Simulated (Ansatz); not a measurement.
# Mg: equation of state

The task here is to estimate one member of a computed series from the others.

This is Mg in the bcc structure; at room conditions it is hcp.

Method: DFT PBE, scalar-relativistic, in Ansatz 0.2.0.

## Starting point

Symmetry: Im-3m, No. 229, cubic system. The conventional cell has a = 2.953 Å, b = 2.953 Å, c = 2.953 Å, α = 90.00°, β = 90.00°, γ = 90.00°. Around Mg (site symmetry m-3m) lie 8 Mg at 2.56 Å.

Coordinates:

```
CELL_PARAMETERS angstrom
-1.47650 1.47650 1.47650
1.47650 -1.47650 1.47650
1.47650 1.47650 -1.47650
ATOMIC_POSITIONS crystal
Mg 0.00000 0.00000 0.00000
```

The geometry is a database entry used as it stands. It may stem from high pressure or temperature, or be incomplete, so it serves as a test cell.

Set-up of the first run:

Input file input.yaml:

```yaml
crystal:
  lattice:
    - [-1.4565448511, 1.4565448511, 1.4565448511]
    - [1.4565448511, -1.4565448511, 1.4565448511]
    - [1.4565448511, 1.4565448511, -1.4565448511]
  atoms:
    - { symbol: Mg, position: [0.0, 0.0, 0.0] }
kpoints:
  mp_grid: { grid: [19, 19, 19] }
scf:
  occupations: { method: fermi_dirac, width: 0.03 }
hamiltonian:
  xc: pbe
  pseudopotentials: { kind: all_electron, lapw: { basis_error: 0.0005 } }
output:
  forces: true
  stress: true
  eigenvalues: true
```

Started as:

```console
$ ansatz run input.yaml --threads 1 --pin off --max-ram 2048MiB --backend cpu --events-out ev --progress --plain --runs-dir out
```

Steps of the session up to this table: Volume × 0.96, LAPW; Volume × 0.96, PAW; Volume × 0.96, crystal datasets; Volume × 0.98, LAPW; Volume × 0.98, PAW; Volume × 1.02, LAPW; Volume × 1.02, PAW; Volume × 1.04, LAPW; Volume × 1.04, PAW; Volume × 1.04, crystal datasets.

One of the session's tables, all rows but one given; the rest of the session is left out.

It belongs to the step «The equation of state». 

```
          method  volume (Å³/atom)  pressure (GPa)
            LAPW            12.360           72.45
            LAPW            12.618           67.32
            LAPW            12.875           62.57
            LAPW            13.133               ?
            LAPW            13.390           54.09
             PAW            12.360           72.51
             PAW            12.618           67.38
             PAW            12.875           62.64
             PAW            13.133           58.24
             PAW            13.390           54.16
crystal datasets            12.360           72.45
crystal datasets            12.875           62.57
crystal datasets            13.390           54.09
```

**Question.** Estimate the row for LAPW, 13.133.

As computed: pressure (GPa): 58.17. In the column «pressure (GPa)» it lies between PAW, 13.390 (54.16) and PAW, 13.133 (58.24).

Caveats from the session: Warnings in the runs' records: crystal datasets made, band levels unverified.
